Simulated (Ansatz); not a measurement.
# CuO (P4/mmm) in Ansatz: relaxation of cell and atoms with PBE

Aim: the relaxation of cell and atoms of CuO with PBE.

Program: Ansatz 0.2.0. These are calculated values, not measurements. Logs are shortened: lines on timing, memory, paths and dates and some standing lists are left out, and cuts for length are marked.

## Step 1: Starting point

The structure is tetragonal, space group P4/mmm (No. 123). Conventional cell: a = 4.161 Å, b = 4.161 Å, c = 3.888 Å, α = 90.00°, β = 90.00°, γ = 90.00°. Around Cu (site symmetry mmm) lie 4 O at 1.94 to 2.08 Å. Cu (site symmetry 4/mmm) is surrounded by 6 O at 1.94 to 2.08 Å. O (site symmetry 4/mmm) has 6 Cu at 1.94 to 2.08 Å as nearest neighbours. O (site symmetry mmm) is surrounded by 4 Cu at 1.94 to 2.08 Å.

Measurements of this composition are mostly on another form, of space group No. 15.

## Step 2: Relaxation of cell and atoms, PBE, target pressure 30 GPa, at which the enthalpy is minimised

input.yaml reads:

```yaml
crystal:
  lattice:
    - [4.160937, 0.0, 0.0]
    - [0.0, 4.160937, 0.0]
    - [0.0, 0.0, 3.887643]
  atoms:
    - { symbol: Cu, position: [0.5, 0.0, 0.5] }
    - { symbol: Cu, position: [0.0, 0.5, 0.5] }
    - { symbol: Cu, position: [0.0, 0.0, 0.0] }
    - { symbol: O, position: [0.0, 0.0, 0.5] }
    - { symbol: O, position: [0.5, 0.0, 0.0] }
    - { symbol: O, position: [0.0, 0.5, 0.0] }
hamiltonian:
  xc: pbe
  pseudopotentials: { kind: paw }
kpoints:
  mp_grid: { grid: [7, 7, 7] }
scf:
  occupations: { method: fermi_dirac, width: 0.05 }
output:
  forces: true
  stress: true
  eigenvalues: true
relax:
  f_tol: 0.01
  max_steps: 40
  cell: { stress_tol: 0.05, p_target: 30.0 }
```

Potentials or basis: Ansatz PAW.

The run is started by

```
$ ansatz run input.yaml --threads 2 --pin off --max-ram 5632MiB --backend cpu --events-out ev --progress --plain --runs-dir out
```

What it wrote:

```text
Warning: RAYON_NUM_THREADS=2 ignored (pool sized by the plan → 2); use --threads N
Engine: ansatz 0.2.0, aarch64-unknown-linux-gnu
Pseudopotentials: kind: paw
Pseudopotential: Cu, paw, valence charge 19, recommended cutoff 420 eV (normal), Cu.paw.azcp
Pseudopotential: O, paw, valence charge 6, recommended cutoff 420 eV (normal), O.paw.azcp
Functional definition: PBE
  parameter kappa = 0.804
  parameter beta = 0.06672455060314922
  exchange = pbe_x(kappa = kappa, mu = beta*pi^2/3)
  correlation = pbe_c(beta = beta)
Crystal: 6 atoms, lattice volume = 67.308 Å³
Basis set: ecut = 420 eV, 1309 PW (Γ), exchange–correlation on 60×60×54 points (8 copies of the dense FFT grid, shifted against one another)
Bands: 45, of which v1, the nominal top of the filled ones, is band 38 counted from 1 (37 counted from 0)
Symmetry: 16 space group operations
Space group: P4/mmm (ITA 123), of the structure as read, at distance tolerance 4.1e-5 Å
k-points: 40 of 343
Non-local potential: Cu, projectors of the file, l = 0: 3, l = 1: 2, l = 2: 3, l = 3: 1
Non-local potential: O, projectors of the file, l = 0: 2, l = 1: 2, l = 2: 1
PAW form: soft (Blöchl's): semilocal exchange-correlation on the pseudo side does not see the compensation charge
PAW one-centre angular grid: Cu, 590 points (default); XC on 64 Gauss nodes
PAW one-centre angular grid: O, 110 points (default); XC on 64 Gauss nodes
Initial density: superposition of atomic densities (neutral atoms: chi_scale 0, normalization atom), corrected by the library's trained network
Initial wavefunctions: pseudopotential atomic-orbital guess
Functional: x = pbe(κ = 0.804, μ = 0.2195149727645171), c = pbe(β = 0.06672455060314922)
SCF iter   1: F=—  HF=-21572.179108 eV  |F-HF|=—  |Δ(HF+E_count)|=         —  Δρ=7.13e-3  dr2=2.94e-2  ethr=1.77e-3  ⟨swp⟩=6.1  Hψ=6403  notcnv=0  defer=5
preconditioner: auto → LDOS  [metal: Δε(μ)=0.016 eV  Ē_g=11.036 eV  σ=0.050 eV  W_gap=0.08  n_scr=26 (ndim 8)  ℏωp=32.3 eV  f_vac=0.127  D(μ)=3.55/eV (n_scr^D=30)  β→1.0]
SCF iter   2: F=—  HF=-21572.177680 eV  |F-HF|=—  |Δ(HF+E_count)|=   1.43e-3  Δρ=2.45e-3  dr2=2.02e-3  ethr=3.92e-5  ⟨swp⟩=2.0  Hψ=3042  notcnv=0  defer=65
SCF iter   3: F=—  HF=-21572.178759 eV  |F-HF|=—  |Δ(HF+E_count)|=   1.08e-3  Δρ=3.48e-3  dr2=4.73e-3  ethr=2.69e-6  ⟨swp⟩=2.0  Hψ=3362  notcnv=0  defer=65
SCF iter   4: F=—  HF=-21572.177560 eV  |F-HF|=—  |Δ(HF+E_count)|=   1.20e-3  Δρ=4.28e-4  dr2=1.10e-4  ethr=2.69e-6  ⟨swp⟩=2.0  Hψ=3107  notcnv=0  defer=65
SCF iter   5: F=—  HF=-21572.177557 eV  |F-HF|=—  |Δ(HF+E_count)|=   3.52e-6  Δρ=1.36e-4  dr2=9.66e-6  ethr=1.47e-7  ⟨swp⟩=2.4  Hψ=2494  notcnv=0  defer=65
SCF iter   6: F=—  HF=-21572.177472 eV  |F-HF|=—  |Δ(HF+E_count)|=   8.43e-5  Δρ=3.77e-5  dr2=8.26e-7  ethr=1.29e-8  ⟨swp⟩=2.1  Hψ=2779  notcnv=0  defer=65
SCF iter   7: F=—  HF=-21572.177472 eV  |F-HF|=—  |Δ(HF+E_count)|=   3.34e-8  Δρ=2.21e-5  dr2=2.50e-7  ethr=1.10e-9  ⟨swp⟩=1.2  Hψ=1753  notcnv=0  defer=65
SCF iter   8: F=-21572.177472 eV  HF=-21572.177472 eV  |F-HF|=9.54e-8  |Δ(HF+E_count)|=   1.11e-8  Δρ=1.32e-5  dr2=8.29e-8  ethr=1.33e-10  ⟨swp⟩=8.8  Hψ=6720  notcnv=0
SCF 1 converged in 8 iterations: F = -21572.177472 eV  dr2 = 8.29e-8
relax step   1: F+E_penalty+E_count = -21572.17747224 eV  Δ(F+E_penalty+E_count) = +0.000e0 eV  max|allowed force component| = 5.882e-28 eV/Å  Δτ_max = 0.0000 Å  P = +1.754 GPa  Ω = 67.308 Å³  (8 SCF iters, dr2 threshold 1.00e-7 eV, accepted)
Crystal: 6 atoms, lattice volume = 60.913 Å³
Basis set: ecut = 420 eV, 1221 PW (Γ), exchange–correlation on 60×60×54 points (8 copies of the dense FFT grid, shifted against one another)
Initial density: handed on by an earlier stage of this run
Initial wavefunctions: those handed on with the density
iter 1 solved again at ethr=4.39e-4 eV; its pass at ethr=3.10e-3 eV (dr2=3.29e-1 eV) is discarded
SCF iter   1: F=—  HF=-21571.879810 eV  |F-HF|=—  |Δ(HF+E_count)|=         —  Δρ=2.66e-2  dr2=3.31e-1  ethr=4.39e-4  ⟨swp⟩=1.5  Hψ=7746  notcnv=0
[... 77 lines left out ...]
SCF iter   1: F=—  HF=-21571.335693 eV  |F-HF|=—  |Δ(HF+E_count)|=         —  Δρ=5.13e-5  dr2=5.48e-7  ethr=7.18e-8  ⟨swp⟩=4.0  Hψ=11790  notcnv=0
preconditioner: auto → LDOS  [metal: Δε(μ)=0.094 eV  Ē_g=12.214 eV  σ=0.050 eV  W_gap=0.42  n_scr=26 (ndim 8)  ℏωp=35.0 eV  f_vac=0.087  D(μ)=2.20/eV (n_scr^D=18)  β→1.0]
SCF iter   2: F=—  HF=-21571.335481 eV  |F-HF|=—  |Δ(HF+E_count)|=   2.12e-4  Δρ=7.06e-5  dr2=1.41e-6  ethr=7.30e-10  ⟨swp⟩=2.5  Hψ=3388  notcnv=0
SCF iter   3: F=—  HF=-21571.335480 eV  |F-HF|=—  |Δ(HF+E_count)|=   3.32e-7  Δρ=2.20e-5  dr2=2.00e-7  ethr=7.30e-10  ⟨swp⟩=2.0  Hψ=3269  notcnv=0
SCF iter   4: F=—  HF=-21571.335480 eV  |F-HF|=—  |Δ(HF+E_count)|=   1.38e-8  Δρ=1.21e-5  dr2=6.42e-8  ethr=2.67e-10  ⟨swp⟩=2.8  Hψ=2852  notcnv=0
SCF iter   5: F=—  HF=-21571.335480 eV  |F-HF|=—  |Δ(HF+E_count)|=   4.14e-9  Δρ=1.14e-5  dr2=4.95e-8  ethr=8.56e-11  ⟨swp⟩=2.0  Hψ=3058  notcnv=0
SCF iter   6: F=—  HF=-21571.335480 eV  |F-HF|=—  |Δ(HF+E_count)|=   8.56e-9  Δρ=1.34e-6  dr2=6.21e-10  ethr=6.60e-11  ⟨swp⟩=2.0  Hψ=2487  notcnv=0
SCF iter   7: F=—  HF=-21571.335480 eV  |F-HF|=—  |Δ(HF+E_count)|=  1.06e-10  Δρ=7.03e-7  dr2=1.36e-10  ethr=1.00e-12  ⟨swp⟩=2.0  Hψ=2767  notcnv=0
SCF iter   8: F=-21571.335480 eV  HF=-21571.335480 eV  |F-HF|=1.82e-11  |Δ(HF+E_count)|=  1.46e-11  Δρ=1.62e-7  dr2=1.27e-11  ethr=1.00e-12  ⟨swp⟩=4.0  Hψ=6162  notcnv=0
SCF 8 converged in 8 iterations: F = -21571.335480 eV  dr2 = 1.27e-11
relax step   8: F+E_penalty+E_count = -21571.33548039 eV  Δ(F+E_penalty+E_count) = +7.707e-4 eV  max|allowed force component| = 3.124e-29 eV/Å  Δτ_max = 0.0000 Å  P = +29.996 GPa  Ω = 57.482 Å³  stress off target by 5.53e-3 GPa  SCF on the basis re-selected at this cell (its energy is not comparable with the rows above)  (8 SCF iters)
basis re-selected at this cell: Δ(F+E_penalty+E_count) = +7.707e-4 eV, ΔP = -0.012 GPa vs the last step (what re-selecting the basis moved, of the pressure what is left beyond the Pulay correction that the steps carried, after the strain that the cell walked since its last selection, with what the two solves' SCF thresholds leave and, on support functions, any second-order correction that the steps lacked; it is no measure of the basis error at this ecutwfc). This SCF's stress stands 5.53e-3 GPa from its target on what of the cell is left free (relax.cell.stress_tol is 5.00e-2 GPa) and its largest allowed force component is 3.12e-29 eV/Å (relax.f_tol is 1.00e-2 eV/Å): within both
SCF converged after 8 iterations
Free energy (F): -21571.335480 eV
Harris-Foulkes:  -21571.335480 eV  (|F-HF|=1.82e-11)
Internal energy: -21571.316295 eV  (E = F + TS)
E sigma→0 (E₀):  -21571.325888 eV
Entropy (-TS):   -0.019185 eV (-3.198 meV/atom)
Fermi energy:    12.976203 eV
--- Per-component energies (eV) ---
  E_band       = -1238.780094
  E_kinetic    = 1425.190594
  E_local      = -15117.955195  (includes V_loc(G=0)·N_el)
  E_nonlocal   = 1321.662915
  E_hartree    = 6608.369654
  E_xc         = -489.386087
  E_vxc        = -628.656051  (∫ρ·V_xc dr)
  E_paw        = -5460.265119  (= ΣΔE_a)
  E_vpaw       = -1455.770337  (= ΣTr[D̂ρ^β])
  E_aug_tail   = 0.008601  (compensation charges beyond the density's cutoff)
  E_ewald      = -9858.941660
  E_smearing   = -0.019185  (= −TS)
  E_closure    = -0.000000  (closes the sum)
  Σ components = -21571.335480   (vs F -21571.335480, Δ=0.00e0)
--- Forces (eV/Å), atoms counted from 1 ---
  atom   1  Cu     0.00000000    -0.00000000     0.00000000
  atom   2  Cu     0.00000000    -0.00000000     0.00000000
  atom   3  Cu     0.00000000    -0.00000000     0.00000000
  atom   4  O      0.00000000    -0.00000000     0.00000000
  atom   5  O      0.00000000     0.00000000     0.00000000
  atom   6  O      0.00000000    -0.00000000     0.00000000
  max |Σ_I F_I| component: 3.97e-29 eV/Å
--- Stress (GPa, compression-positive) ---
       29.994469       0.000000      -0.000000
        0.000000      29.994469       0.000000
       -0.000000       0.000000      29.999383
  P = ⅓ Tr σ = 29.9961 GPa (299.961 kbar)
--- Band table (eV; the first three rows and the last of 40) ---
  k-point 0: bands = ["-100.1348", "-99.5905", "-99.5869", "-57.5314", "-57.5314", "-57.4748", "-57.0895", "-57.0895", "-57.0310", "-57.0276", "-56.8252", "-56.8252", "-8.2691", "-5.7273", "-4.9559", "5.7981", "6.0653", "6.0653", "8.9233", "8.9233", "9.1862", "9.2719", "9.2798", "9.2798", "9.3777", "9.7256", "10.1103", "10.1663", "10.2814", "10.5527", "10.5527", "10.7995", "10.9186", "10.9186", "11.1871", "11.3011", "11.3011", "11.3114", "11.5518", "14.4224", "20.1012", "21.7869", "22.4454", "22.4454", "24.7091"]
  k-point 1: bands = ["-100.1348", "-99.5905", "-99.5869", "-57.5313", "-57.5313", "-57.4747", "-57.0895", "-57.0895", "-57.0312", "-57.0276", "-56.8252", "-56.8252", "-8.1956", "-5.7501", "-4.9131", "5.5952", "6.0934", "6.0934", "8.3648", "8.3648", "8.5328", "8.6451", "9.2183", "9.2898", "9.8068", "9.8068", "10.0780", "10.3229", "10.3229", "10.4197", "10.7980", "10.9358", "10.9358", "11.0046", "11.1872", "11.6517", "11.6517", "11.7325", "11.8215", "15.0147", "20.3943", "22.1796", "22.1796", "22.1955", "23.5408"]
  k-point 2: bands = ["-100.1348", "-99.5905", "-99.5869", "-57.5311", "-57.5311", "-57.4744", "-57.0897", "-57.0897", "-57.0316", "-57.0276", "-56.8252", "-56.8252", "-8.0155", "-5.8180", "-4.8143", "5.2826", "6.1773", "6.1773", "7.1708", "7.6618", "7.7587", "7.7587", "9.3012", "9.3249", "9.9363", "9.9363", "9.9945", "10.3753", "10.3753", "10.5106", "10.7536", "11.0923", "11.0923", "11.1875", "11.6362", "11.9925", "12.1475", "12.1475", "12.5474", "16.4001", "20.8797", "21.6270", "21.6270", "22.7504", "23.2990"]
  k-point 39: bands = ["-100.1348", "-99.5888", "-99.5886", "-57.5315", "-57.5315", "-57.4754", "-57.1033", "-57.0742", "-57.0294", "-57.0292", "-56.8389", "-56.8129", "-7.4267", "-5.1094", "-5.0462", "3.8340", "4.2522", "4.2537", "6.6723", "6.7797", "6.8658", "6.8907", "7.1141", "10.0522", "10.1205", "10.1615", "10.4496", "10.5844", "10.5932", "10.7297", "11.2528", "11.5356", "11.7931", "12.2551", "12.9527", "13.9735", "14.3339", "14.3533", "14.4962", "14.6335", "20.4934", "21.8025", "21.8145", "22.9001", "22.9411"]
--- Relaxed structure (6 steps of the walk, 6 accepted, 2 SCFs on fresh bases) ---
  F+E_penalty+E_count = -21571.33548039 eV   max|allowed force component| = 3.124e-29 eV/Å   (the final SCF, on the basis selected at the relaxed cell)
  cell:  # Å, volume = 57.4824 Å³
    - [3.8617441551996867, -3.693828082885377e-35, -3.8908051502191675e-33]
    - [-3.693828082885377e-35, 3.8617441551996867, 1.5267822742592891e-33]
    - [-5.844035003036542e-33, 1.4265018723062153e-33, 3.854499816264299]
  atoms:
    - { symbol: Cu, position: [0.5, -1.838179695907521e-34, 0.5000000000000001] }
    - { symbol: Cu, position: [-1.3809852312139322e-33, 0.5, 0.5000000000000001] }
    - { symbol: Cu, position: [1.6995628663800687e-33, 7.871025189689253e-35, 1.2030168897894195e-35] }
    - { symbol: O, position: [-2.3721558305219678e-34, 8.160312486094378e-35, 0.5000000000000001] }
    - { symbol: O, position: [0.5, -1.7586256893961135e-34, -4.834644283630942e-35] }
    - { symbol: O, position: [4.964893224552839e-34, 0.5, 2.596323314424891e-35] }
```

It took 34 s on 2 threads of Arm Neoverse V1, shared host; peak memory 0.4 GiB.

What came out:

- Free energy: -21571.3355 eV
- Relaxed volume: 9.58 Å³/atom
- Relaxed cell: a = 3.862 Å, b = 3.862 Å, c = 3.854 Å, α = 90.00°, β = 90.00°, γ = 90.00°
- Space group after relaxing (to 0.05 Å): P4/mmm (No. 123)
- Energy change on relaxing (the enthalpy is what falls): +140.3 meV/atom
- Ionic steps: 8
- Pressure after relaxing: 30.0 GPa
- Band gap on the k mesh: none (metal or under the smearing width)

The path:
| step | energy change (eV) | largest force (eV/Å) | volume (Å³) |
| --- | --- | --- | --- |
| 1 | 0.0000 | 0.0000 | 67.31 |
| 2 | 0.3461 | 0.0000 | 60.91 |
| 3 | 0.9789 | 0.0000 | 56.72 |
| 4 | 0.7902 | 0.0000 | 57.65 |
| 5 | 0.7951 | 0.0000 | 57.62 |
| 6 | 0.8164 | 0.0000 | 57.62 |
| 7 | 0.8412 | 0.0000 | 57.48 |
| 8 | 0.8420 | 0.0000 | 57.48 |

Final structure:
```cif
data_structure
_symmetry_space_group_name_H-M 'P 1'
_symmetry_Int_Tables_number 1
_cell_length_a 3.8617
_cell_length_b 3.8617
_cell_length_c 3.8545
_cell_angle_alpha 90.000
_cell_angle_beta 90.000
_cell_angle_gamma 90.000
_cell_volume 57.48
loop_
_atom_site_label
_atom_site_type_symbol
_atom_site_fract_x
_atom_site_fract_y
_atom_site_fract_z
_atom_site_occupancy
Cu1 Cu 0.50000 0.00000 0.50000 1
Cu2 Cu 0.00000 0.50000 0.50000 1
Cu3 Cu 0.00000 0.00000 0.00000 1
O1 O 0.00000 0.00000 0.50000 1
O2 O 0.50000 0.00000 0.00000 1
O3 O 0.00000 0.50000 0.00000 1
```

Levels at points of the mesh, in eV from the Fermi level:
```
           k point  band 34  band 35  band 36  band 37  band 38  band 39  band 40  band 41  band 42  band 43
(0.00, 0.00, 0.00)    -2.06    -1.79    -1.68    -1.68    -1.66    -1.42     1.45     7.12     8.81     9.47
```

Caveat: the plane-wave basis is chosen anew once the cell has moved, so the energies of steps on either side of that aren't comparable; the pressure holds a Pulay correction of +0.7 GPa for the finite cutoff; an odd number of electrons without spin polarisation forces a metal; a magnetic or distorted state may lie lower; the run has no spin polarisation, though such a crystal can be magnetic; semilocal functionals often make such compounds metallic where correlation or magnetic order opens a gap, which also shifts bond lengths. With open d or f shells a metallic result of PBE can be an artefact of self-interaction; +U or a hybrid may open a gap.
